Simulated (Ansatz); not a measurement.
**NaCl: band gap under strain**

How does strain move the band edges of NaCl in the rocksalt structure, and do the functionals agree on it? States: no strain; -1.5 % biaxial strain in x and y, free along z; -2.0 % strain along [111] alone.

The runs shown are made with Ansatz 0.2.0. PAW datasets, plane waves. Computed at 0 K without zero-point motion; spin polarisation is off.

**1. The structure to begin with**

The unstrained cell was relaxed with r2SCAN; in each strained cell the atoms were relaxed again with r2SCAN. Names of k-points are those of the unstrained zone, where strain can split equivalent points. First state: no strain.

The symmetry is Fm-3m (No. 225, cubic); a = 5.605 Å in the conventional setting, 22.02 Å³ an atom. Near Na stand 6 Cl at 2.80 Å; near Cl stand 6 Na at 2.80 Å.

The structure in full:

```cif
data_structure
_symmetry_space_group_name_H-M 'Fm-3m'
_symmetry_Int_Tables_number 225
_cell_length_a 5.6054
_cell_length_b 5.6054
_cell_length_c 5.6054
_cell_angle_alpha 90.000
_cell_angle_beta 90.000
_cell_angle_gamma 90.000
_cell_volume 176.12
loop_
_atom_site_label
_atom_site_type_symbol
_atom_site_symmetry_multiplicity
_atom_site_Wyckoff_symbol
_atom_site_fract_x
_atom_site_fract_y
_atom_site_fract_z
_atom_site_occupancy
Na1 Na 4 a 0.00000 0.00000 0.00000 1
Cl1 Cl 4 b 0.50000 0.00000 0.00000 1
```

**2. No strain: PBE**

Contents of input.yaml:

```yaml
crystal:
  lattice:
    - [0.0, 2.8026988093, 2.8026988093]
    - [2.8026988093, 0.0, 2.8026988093]
    - [2.8026988093, 2.8026988093, 0.0]
  atoms:
    - { symbol: Na, position: [0.0, 0.0, 0.0] }
    - { symbol: Cl, position: [0.5, 0.5, 0.5] }
kpoints:
  mp_grid: { grid: [8, 8, 8] }
  band_path:
    path:
      - [0.0, 0.0, 0.0]
      - [0.5, 0.0, 0.5]
      - [0.625, 0.25, 0.625]
      - [0.375, 0.375, 0.75]
      - [0.5, 0.5, 0.5]
      - [0.5, 0.25, 0.75]
    npoints: 1
hamiltonian:
  xc: pbe
scf:
  occupations: { method: fermi_dirac, width: 0.02 }
  n_extra_bands: 4
output:
  forces: true
  stress: true
  eigenvalues: true
```

Command:

```bash
> ansatz run input.yaml --threads 2 --pin off --max-ram 2211MiB --backend cpu --events-out ev --progress --plain --runs-dir out
```

Further steps of the session: No strain: r2SCAN; No strain: HSE06; No strain: G0W0@PBE; -1.5 % biaxial strain in x and y, free along z: PBE; -1.5 % biaxial strain in x and y, free along z: r2SCAN; -1.5 % biaxial strain in x and y, free along z: HSE06; -1.5 % biaxial strain in x and y, free along z: G0W0@PBE; -2.0 % strain along [111] alone: PBE; -2.0 % strain along [111] alone: r2SCAN; -2.0 % strain along [111] alone: HSE06; -2.0 % strain along [111] alone: G0W0@PBE.

**Question.** What will these runs give?

As calculated:

Least gap in eV (negative: overlap), with the change from the unstrained cell in brackets. G0W0 is on its own coarse mesh.

| state | volume change (%) | PBE | r2SCAN | HSE06 | G0W0 |
| --- | --- | --- | --- | --- | --- |
| no strain | +0.0 | 5.18 | 5.98 | 6.56 | 7.96 |
| -1.5 % biaxial strain in x and y, free along z | -2.2 | 5.26 (+0.08) | 6.06 (+0.08) | 6.65 (+0.09) | 8.04 (+0.08) |
| -2.0 % strain along [111] alone | -2.0 | 5.21 (+0.03) | 6.01 (+0.03) | 6.59 (+0.03) | 7.98 (+0.02) |

With HSE06, of the states in the table -1.5 % biaxial strain in x and y, free along z shifts the gap most, by +0.087 eV. PBE and HSE06 differ by 1.38 eV on the unstrained gap, and by at most 0.00 eV on its change: the two disagree on the size of the gap but agree on its response to strain. The G0W0 figures hold for the stated bands, cutoff and mesh and aren't extrapolated.
